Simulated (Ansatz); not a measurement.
Li3N:
```cif
data_Li3N
_chemical_formula_sum 'Li3 N1'
_space_group_name_H-M_alt 'P 1'
_space_group_IT_number 1
_cell_length_a 3.63436
_cell_length_b 3.63436
_cell_length_c 3.86478
_cell_angle_alpha 90.000
_cell_angle_beta 90.000
_cell_angle_gamma 120.000
loop_
_space_group_symop_operation_xyz
  'x, y, z'
loop_
_atom_site_label
_atom_site_type_symbol
_atom_site_fract_x
_atom_site_fract_y
_atom_site_fract_z
_atom_site_occupancy
Li1 Li 0.00000 0.00000 0.50000 1
Li2 Li 0.33333 0.66667 0.00000 1
Li3 Li 0.66667 0.33333 0.00000 1
N1 N 0.00000 0.00000 0.00000 1
```

Relaxed with PBE.

### Question
Decompose the optical modes at the zone centre into irreducible representations, and say which are infrared and Raman allowed.

### Answer
Point group 6/mmm: Γ_opt = 2A2u + B1g + 2E1u + E2g. Infrared: A2u, E1u. Raman: E2g.

### Question
Assign frequencies (DFPT, the program Ansatz at the PBE level (PAW); without the LO–TO term).

### Answer
B1g 66i, E1u 320, E1u 406, A2u 484, E2g 613, A2u 667 cm⁻¹.

Subscripts of B labels follow the axes of the standard setting.

Space group P6/mmm. The PBE relaxation kept the symmetry of its start. At this level the phase is dynamically unstable (imaginary phonons).

Potentials: the later of the program's two PAW sets.
